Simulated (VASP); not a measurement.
# VASP 6.6.1, GW calculation on PBE orbitals, AlN (rocksalt)

INCAR, step 1 (ground state)

```
LREAL = .FALSE.
PREC = Accurate
SIGMA = 0.01
EDIFF = 1E-7
LASPH = .TRUE.
LWAVE = .TRUE.
ISMEAR = 0
LCHARG = .FALSE.
ENCUT = 500
NELM = 120
GGA = PE
```

INCAR, step 2 (empty bands)

```
LOPTICS = .TRUE.
ISMEAR = 0
LASPH = .TRUE.
GGA = PE
ISTART = 1
EDIFF = 1E-7
ENCUT = 500
PREC = Accurate
NELM = 1
SIGMA = 0.01
ALGO = Exact
LREAL = .FALSE.
LWAVE = .TRUE.
NBANDS = 125
LCHARG = .FALSE.
```

INCAR, step 3 (GW)

```
NOMEGA = 64
LCHARG = .FALSE.
ISTART = 1
LREAL = .FALSE.
NBANDS = 125
ENCUTGW = 220
SIGMA = 0.01
EDIFF = 1E-7
ALGO = EVGW0
GGA = PE
ISMEAR = 0
LWAVE = .FALSE.
NBANDSGW = 12
ENCUT = 500
NELMGW = 1
PREC = Accurate
ENCUTGWSOFT = 220
LASPH = .TRUE.
NELM = 120
PRECFOCK = Fast
```

KPOINTS

```
KPOINTS created by Atomic Simulation Environment
0
Gamma
6 6 6
0 0 0
```

POSCAR

```
Al N
 1.0000000000000000
     0.0000000000000000    2.0188684536385382    2.0188684536385382
     2.0188684536385382    0.0000000000000000    2.0188684536385382
     2.0188684536385382    2.0188684536385382    0.0000000000000000
 Al  N
   1   1
Cartesian
 -0.0000000000000000 -0.0000000000000000  0.0000000000000000
  2.0188684536385382  2.0188684536385382  2.0188684536385382
```

VASP ran with the GW set of PAW datasets (8 valence electrons in the cell).

Command

```
mpirun -np 1 vasp_std
```

From OUTCAR

```
k-points           NKPTS =     16   k-points in BZ     NKDIM =    216   number of bands    NBANDS=    125

   NELECT =       8.0000    total number of electrons

   dimension x,y,z NGX =    24 NGY =   24 NGZ =   24
   dimension x,y,z NGXF=    48 NGYF=   48 NGZF=   48

  energy-cutoff  :      500.00
  volume of cell :       16.46
      direct lattice vectors                 reciprocal lattice vectors
     0.000000000  2.018868454  2.018868454    -0.247663486  0.247663486  0.247663486
     2.018868454  0.000000000  2.018868454     0.247663486 -0.247663486  0.247663486
     2.018868454  2.018868454  0.000000000     0.247663486  0.247663486 -0.247663486

 k-points in reciprocal lattice and weights: KPOINTS created by Atomic Simulation Env
   0.00000000  0.00000000  0.00000000       0.005
   0.16666667  0.00000000  0.00000000       0.037
   0.33333333  0.00000000  0.00000000       0.037
   0.50000000  0.00000000  0.00000000       0.019
   0.16666667  0.16666667  0.00000000       0.028
   0.33333333  0.16666667  0.00000000       0.111
   0.50000000  0.16666667  0.00000000       0.111
  -0.33333333  0.16666667  0.00000000       0.111
   ...

 QP shifts <psi_nk| G(iteration)W_0 |psi_nk>: iteration 1
 for sc-GW calculations column KS-energies equals QP-energies in previous step
 and V_xc(KS)=  KS-energies - (<T + V_ion + V_H > + <T+V_H+V_ion>^1  + <V_x>^1)

 k-point   1 :       0.0000    0.0000    0.0000
  band No.  KS-energies  QP-energies   sigma(KS)   V_xc(KS)     V^pw_x(r,r')   Z            occupation Imag(sigma)

      1      -8.8691     -10.6353     -17.0599     -14.6660     -24.9252       0.7378       2.0000       1.3246
      2       8.7226       7.7881     -18.5896     -17.4149     -21.1083       0.7954       2.0000       0.0501
      3       8.7226       7.7881     -18.5896     -17.4149     -21.1083       0.7954       2.0000       0.0501
      4       8.7226       7.7881     -18.5896     -17.4149     -21.1083       0.7954       2.0000       0.0501
      5      14.4637      15.3292     -13.6131     -14.6822      -8.9846       0.8097       0.0000      -0.0573
      6      20.8945      21.6783      -9.7848     -10.7376      -4.5458       0.8226       0.0000      -0.0775
      7      20.8945      21.6783      -9.7848     -10.7376      -4.5458       0.8226       0.0000      -0.0775
      8      20.8945      21.6783      -9.7848     -10.7376      -4.5458       0.8226       0.0000      -0.0775
      9      26.0365      26.2790      -9.2915      -9.6091      -2.6711       0.7640       0.0000      -0.3039
     10      26.5236      27.5306     -10.3369     -11.5830      -4.5080       0.8081       0.0000      -0.1756
     11      26.5236      27.5306     -10.3369     -11.5830      -4.5080       0.8081       0.0000      -0.1756
     12      27.6588      28.5177     -10.0887     -11.2191      -2.8880       0.7599       0.0000      -0.3944

 k-point   2 :       0.1667    0.0000    0.0000
  band No.  KS-energies  QP-energies   sigma(KS)   V_xc(KS)     V^pw_x(r,r')   Z            occupation Imag(sigma)

      1      -8.3051     -10.0484     -17.1418     -14.8280     -24.9391       0.7534       2.0000       1.2937
      2       6.3256       5.1999     -17.4323     -16.0009     -20.3625       0.7864       2.0000       0.0534
      3       8.4120       7.4447     -18.4064     -17.1896     -20.9802       0.7950       2.0000       0.0500
      4       8.4120       7.4447     -18.4064     -17.1896     -20.9802       0.7950       2.0000       0.0500
      5      15.6177      16.5132     -13.3130     -14.4194      -8.5199       0.8093       0.0000      -0.0580
      6      19.4883      20.3400     -11.1300     -12.1791      -5.8373       0.8119       0.0000      -0.0754
      7      21.4366      22.2754     -10.0431     -11.0742      -4.6369       0.8135       0.0000      -0.0866
      8      21.4366      22.2754     -10.0431     -11.0742      -4.6369       0.8135       0.0000      -0.0866
      9      24.3111      25.2380      -9.9038     -11.0660      -3.9760       0.7976       0.0000      -0.1584
     10      24.3111      25.2380      -9.9038     -11.0660      -3.9760       0.7976       0.0000      -0.1584
     11      26.6270      27.4017      -9.7920     -10.7971      -2.8647       0.7707       0.0000      -0.3574
     12      30.8150      31.2183      -9.5423     -10.0465      -2.5278       0.7999       0.0000      -0.7257

 k-point   3 :       0.3333    0.0000    0.0000
  band No.  KS-energies  QP-energies   sigma(KS)   V_xc(KS)     V^pw_x(r,r')   Z            occupation Imag(sigma)

      1      -6.7993      -8.4204     -17.5714     -15.4183     -25.1686       0.7529       2.0000       1.1327
      2       2.4923       1.1581     -16.1070     -14.3487     -20.0535       0.7588       2.0000       0.0921
      3       7.8765       6.8540     -18.1653     -16.8780     -20.8516       0.7943       2.0000       0.0503
      4       7.8765       6.8540     -18.1653     -16.8780     -20.8516       0.7943       2.0000       0.0503
      5      15.2770      16.0019     -11.6633     -12.5449      -6.9814       0.8223       0.0000      -0.0605
      6      20.3942      21.3029      -9.9575     -11.0710      -4.6355       0.8160       0.0000      -0.0810
      7      20.3942      21.3029      -9.9575     -11.0710      -4.6355       0.8160       0.0000      -0.0810
      8      20.9178      22.1513     -13.9652     -15.5639      -7.8562       0.7715       0.0000      -0.0973
      9      25.2935      26.0056      -9.3344     -10.2589      -2.6816       0.7703       0.0000      -0.2550
     10      26.5813      27.4192     -10.2602     -11.3187      -3.8043       0.7916       0.0000      -0.2776
     11      26.5813      27.4192     -10.2602     -11.3187      -3.8043       0.7916       0.0000      -0.2776
     12      36.6321      37.7594     -11.0568     -12.4947      -3.1393       0.7840       0.0000      -1.0916

 k-point   4 :       0.5000    0.0000    0.0000
  band No.  KS-energies  QP-energies   sigma(KS)   V_xc(KS)     V^pw_x(r,r')   Z            occupation Imag(sigma)

      1      -5.5948      -7.1631     -18.3318     -16.2471     -25.7994       0.7523       2.0000       1.0089
      2       0.3917      -0.9624     -15.0216     -13.1855     -19.4757       0.7375       2.0000       0.1440
      3       7.6412       6.5970     -18.0832     -16.7663     -20.8209       0.7929       2.0000       0.0505
      4       7.6412       6.5970     -18.0832     -16.7663     -20.8209       0.7929       2.0000       0.0505
      5      14.8815      15.5667     -11.5621     -12.3935      -6.9763       0.8242       0.0000      -0.0599
      6      19.7489      20.6536      -9.9008     -11.0048      -4.6754       0.8194       0.0000      -0.0763
      7      19.7489      20.6536      -9.9008     -11.0048      -4.6754       0.8194       0.0000      -0.0763
      8      22.0945      23.4627     -14.5734     -16.3902      -7.9399       0.7531       0.0000      -0.1266
      9      24.8470      25.5086      -9.2121     -10.0689      -2.6592       0.7721       0.0000      -0.2194
     10      29.4169      30.2015     -10.5683     -11.5741      -3.2806       0.7801       0.0000      -0.5353
     11      29.4169      30.2015     -10.5683     -11.5741      -3.2806       0.7801       0.0000      -0.5353
     12      36.7767      37.5136     -10.8067     -11.7410      -3.2570       0.7887       0.0000      -1.2183

 k-point   5 :       0.1667    0.1667    0.0000
  band No.  KS-energies  QP-energies   sigma(KS)   V_xc(KS)     V^pw_x(r,r')   Z            occupation Imag(sigma)

      1      -8.1204      -9.8715     -17.1727     -14.8838     -24.9462       0.7651       2.0000       1.2829
      2       6.5710       5.4802     -17.7654     -16.3787     -20.6479       0.7867       2.0000       0.0530
      3       7.8228       6.7905     -17.9788     -16.6778     -20.6501       0.7934       2.0000       0.0497
      4       7.8228       6.7905     -17.9788     -16.6778     -20.6501       0.7934       2.0000       0.0497
      5      16.3482      17.3529     -14.0300     -15.2854      -9.1221       0.8002       0.0000      -0.0576
      6      17.8313      18.4810      -9.6130     -10.3946      -4.6844       0.8313       0.0000      -0.0690
      7      21.0578      21.9988      -9.9269     -11.0946      -4.3364       0.8059       0.0000      -0.0955
      8      22.4132      23.3252     -10.8167     -11.9570      -5.0895       0.7998       0.0000      -0.1076
      9      22.4132      23.3252     -10.8167     -11.9570      -5.0895       0.7998       0.0000      -0.1076
     10      27.4102      28.4133     -10.3646     -11.6170      -4.3976       0.8010       0.0000      -0.2163
     11      29.2367      30.1151      -9.6781     -10.8093      -2.5419       0.7765       0.0000      -0.5241
     12      29.2367      30.1151      -9.6781     -10.8093      -2.5419       0.7765       0.0000      -0.5241

 ...
```

```
PBE gap on the mesh  : 4.65 eV
G₀W₀ gap on the mesh : 6.37 eV
```

These GW values are short of the basis and mesh limit.

The run (its last step) took about 5.3 min on one core of a shared host (Intel Xeon Platinum 8488C) and held 0.44 GiB at most.
